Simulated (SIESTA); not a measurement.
**Converging shifted k-point meshes: AlSb (R3m, 2 atoms in the cell)**

```yaml
crystal:
  lattice:
    - [0.00000, 3.06079, 3.06079]
    - [3.06079, 0.00000, 3.06079]
    - [3.06079, 3.06079, 0.00000]
  atoms:
    - { symbol: Al, position: [0.00472, 0.00472, 0.00472] }
    - { symbol: Sb, position: [0.25000, 0.25000, 0.25000] }
```

Level of theory: GGA PBE, numerical atomic orbitals DZP, PseudoDojo PBE standard norm-conserving potentials (rewritten from UPF to PSML) (SIESTA 5.4.2).

Base settings: XC.functional = GGA; XC.authors = PBE; potentials = PseudoDojo PBE standard; PAO.BasisSize = DZP; PAO.EnergyShift = 0.01 Ry; MeshCutoff = 300 Ry; kgrid.MonkhorstPack = 7 7 7; OccupationFunction = FD; ElectronicTemperature = 116.05 K; MaxSCFIterations = 150.

Shifted meshes do not hold Γ, so a gap read on them misses any band edge there.

Only quantities that move along the ladder and can be compared are tabulated.

Core times come from one kind of shared machine, to one figure; runs under 30 s give none.

The starting cell has typed, rounded lattice constants, without a prior relaxation at this level. Its lattice was rescaled by up to half a per cent. One atom was moved a little off its site on purpose. Spin-orbit coupling is off. Values carry the incompleteness of an atom-centred basis.

| kgrid.MonkhorstPack | free energy less the last step's (meV/atom) | pressure (GPa) | largest difference of a force vector from the last step's (eV/Å) | gap on the mesh (eV) | core time / last (rough) |
|---|---|---|---|---|---|
| 2 2 2 shifted by 0.5 0.5 0.5 | 55.09 | 3.05 | 0.289 | 2.446 | – |
| 3 3 3 shifted by 0.5 0.5 0.5 | 5.83 | 2.83 | 0.052 | 1.742 | – |
| 4 4 4 shifted by 0.5 0.5 0.5 | 0.90 | 2.82 | 0.005 | 1.688 | – |
| 5 5 5 shifted by 0.5 0.5 0.5 | 0.31 | 2.82 | 0.003 | 1.528 | – |
| 6 6 6 shifted by 0.5 0.5 0.5 | 0.13 | 2.82 | 0.004 | 1.440 | – |
| 7 7 7 shifted by 0.5 0.5 0.5 | 0.07 | 2.82 | 0.002 | 1.367 | – |
| 8 8 8 shifted by 0.5 0.5 0.5 | 0.04 | 2.82 | 0.001 | 1.326 | – |
| 9 9 9 shifted by 0.5 0.5 0.5 | 0.02 | 2.82 | 0.001 | 1.285 | – |
| 10 10 10 shifted by 0.5 0.5 0.5 | 0.01 | 2.82 | 0.000 | 1.263 | – |
| 11 11 11 shifted by 0.5 0.5 0.5 | 0.01 | 2.82 | 0.000 | 1.238 | – |
| 12 12 12 shifted by 0.5 0.5 0.5 | 0.00 | 2.82 | 0.000 | 1.225 | – |
| 13 13 13 shifted by 0.5 0.5 0.5 | 0.00 | 2.82 | 0.000 | 1.209 | 0.4 |
| 15 15 15 shifted by 0.5 0.5 0.5 | 0.00 | 2.82 | 0.000 | 1.190 | 0.5 |
| 16 16 16 shifted by 0.5 0.5 0.5 | 0.00 | 2.82 | 0.000 | 1.184 | 0.6 |
| 18 18 18 shifted by 0.5 0.5 0.5 | 0.00 | 2.82 | 0.000 | 1.173 | 0.8 |
| 20 20 20 shifted by 0.5 0.5 0.5 | 0.00 | 2.82 | 0.000 | 1.164 | 1 |

Coarsest kgrid.MonkhorstPack that holds the pressure within 0.1 GPa of the last step, with all finer ones: 3 3 3 shifted by 0.5 0.5 0.5; the step before is off by 0.22 GPa.

Coarsest kgrid.MonkhorstPack that holds the forces within 0.01 eV/Å of the last step, with all finer ones: 4 4 4 shifted by 0.5 0.5 0.5; the step before is off by 0.052 eV/Å.

Coarsest kgrid.MonkhorstPack that holds the free energy within 5 meV/atom of the last step, with all finer ones: 4 4 4 shifted by 0.5 0.5 0.5; the step before is off by 5.8 meV/atom.
